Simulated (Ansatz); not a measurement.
Runs of Ansatz 0.2.0 on CdO (Monteponite). It takes space group Fm-3m (No. 225, cubic). Conventional cell: a = 4.699 Å, b = 4.699 Å, c = 4.699 Å, α = 90.00°, β = 90.00°, γ = 90.00°. Cd (site symmetry m-3m) is surrounded by 6 O at 2.35 Å. O (site symmetry m-3m) has 6 Cd at 2.35 Å as nearest neighbours. 

```csv
task,level,spin,cell,k mesh,smearing,points for each segment of the path,mesh quality,gap on the mesh (eV),pressure (GPa),relaxed volume (Å³/atom)
band structure,LDA,off,as given,10 × 10 × 10,fermi-dirac 0.05 eV,14,not flagged,none,(b),-
relaxation of cell and atoms,PBE,off,relaxed,10 × 10 × 10,fermi-dirac 0.05 eV,-,not flagged,-,0.0,(a)
relaxation of cell and atoms,RPBE+D3(BJ),"collinear, random start",relaxed,10 × 10 × 10,fermi-dirac 0.02 eV,-,not flagged,-,0.0,12.05
band structure,HSE06,off,as given,5 × 5 × 5,fermi-dirac 0.05 eV,4,coarse,1.05,0.6,-
band structure,PBE,"SOC, no magnetisation",as given,7 × 7 × 7,fermi-dirac 0.05 eV,14,not flagged,none,6.1,-
```

Alike in all rows: potentials or basis Ansatz PAW; cutoff (eV) 420.

Question: Estimate the missing entries.

Answer: (a) 13.55; (b) -6.1.

Caveats: some runs use coarse meshes; the PAW data sets come from PBE, with cores solved anew for the run's functional, which leaves a small shift of forces and pressure (some runs); this crystal is a semiconductor, whose small gap the functional closes, so the metal is an error of the method (some runs); the plane-wave basis is chosen anew once the cell has moved, so the energies of steps on either side of that aren't comparable (some runs); the starting moments weren't kept (some runs); the k mesh misses the band edges, so the gap on the mesh is wider than the one along the path (some runs); the thresholds are loose for stress (some runs).

A k mesh can miss the band edges, and rows without SOC leave out spin-orbit coupling on Cd.

A gap of «none» marks a metal or a gap under the smearing width.
